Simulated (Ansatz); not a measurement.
The cost of changing the moment of MnS (F-43m)

Level of theory: PBE+U, U_eff = 3.0 eV (Dudarev form) on Mn d, fully localised double counting, collinear spin, scalar-relativistic, 420 eV, PAW set soft_2, 6×6×6 mesh, Gaussian smearing of 0.05 eV; plane-wave PAW code Ansatz.

```
CELL_PARAMETERS angstrom
0.00000 2.80000 2.80000
2.80000 0.00000 2.80000
2.80000 2.80000 0.00000
ATOMIC_POSITIONS crystal
Mn 0.00000 0.00000 0.00000
S 0.75000 0.75000 0.75000
```

The structure is that of a cell as deposited in COD, unrelaxed.

Cell and atoms stay fixed. The reference is a free state that was started with parallel moments (start: symmetry kept, no search) and keeps them. It has 5 d electrons in filled orbitals, 5 of them unpaired, the high-spin filling, a gap of 1.03 eV and a whole-number cell moment of 5 μB, as a collinear insulator must have; cell moment 5.00 μB, site moments in spheres Mn 4.32; S 0.07 μB, shell filling Mn 5↑ 0↓, 5.26 e. A natural orbital (eigenvector of a shell's occupation matrix) is counted as filled above 0.75 (0.9 in a metal) and as partly filled from 0.35 up to that; ↑ and ↓ are the spin channels. The formal moment from which the starts were built is 5 μB a cell. The total moment M = N↑ − N↓ was then locked, each spin with its own Fermi level. Locks at 70 % of the formal moment or more started from the reference's natural orbitals, filled by rank with the formal electron count; the others from atoms with scaled moments, and the lock at zero from atoms without moments.

```
M (μB/cell)  ΔE (meV/atom)  ΔE (eV/cell)  site moments (μB)                           shell filling  E_F↑ − E_F↓ (eV)                          flags
       0.00         1819.1          3.64         under 0.05                        Mn 2↑ 2↓, 5.77 e              0.00                              –
       1.25         1344.1          2.69    Mn 0.99; S 0.05                        Mn 3↑ 2↓, 5.47 e              2.60  occupations loosely converged
       2.50         1372.0          2.74   Mn 2.65; S -0.24  Mn 2↑(+3 partly) 0↓(+3 partly), 5.72 e             -2.07                              –
```

ΔE counts from the reference.

Task: What does a lock at M = 4.50 μB give?

Result: ΔE = 201.1 meV/atom (0.40 eV per cell), site moments Mn 4.10 μB, filling Mn 5↑ 0↓, 5.38 e.

Turning one electron's spin changes M by 2 μB. From the reference, going to 4.50 μB turns 0.25 electrons from spin up to down and costs 0.40 eV, or 1.61 eV per electron turned. In a gapped state the first turned electron must leave a filled band of one spin for an empty band of the other, so E(M) has a kink at the free moment. Where both spins are metallic, the slope dE/dM is half the difference of the two Fermi levels, -0.96 eV/μB at M = 4.50 μB. A straight line of that slope from the reference gives 0.96 × 0.50 = 0.481 eV, against 0.402 eV found.

At M = 0.00, 1.25, 2.50 μB the count of filled and partly filled orbitals of each spin differs from the reference's, which may be the change of moment itself or a change of state.

At M = 0.00, 2.50 μB the shells hold other numbers of electrons than in the reference (5.77, 5.72 against 5.26 an ion), so charge has moved as well as spin.

For M = 4.50 μB: With J = 0 the Hubbard energy is (U/2) Σ λ(1 − λ), a penalty on fractional natural occupations. The sums Σ λ(1 − λ) over the cell's shells are 0.31 for the reference and 0.51 for the locked state, which at U/2 = 1.50 eV give 0.46 and 0.77 eV per cell. Of the difference of 0.40 eV per cell, the Hubbard term gives 0.31 eV and all other terms 0.09 eV, so most of it is the Hubbard term. The other terms are taken on each state's own density, so they aren't the result of a run without U.

Holding the site moments themselves (in spheres) instead: Mn1 4.54 μB lies at 123.1 meV/atom.

In the reference the fixed cell carries a pressure of 4.5 GPa (the cell is smaller than this level of theory would relax to); relaxing would change energies and could change the order of close states.

With one Mn ion in the cell, Mn moments can't oppose each other.

The points needn't share one orbital state, so they needn't lie on one smooth curve, and a lower state can't be excluded at any of them. For metallic states the mesh is coarse, so energy differences carry some meV/atom. U is one value of a scan, not fitted to this compound, so the states needn't resemble the real material's. A gap on the mesh alone may shrink between mesh points. Site moments are integrated in small spheres and here fall short of the shell's N↑ − N↓.
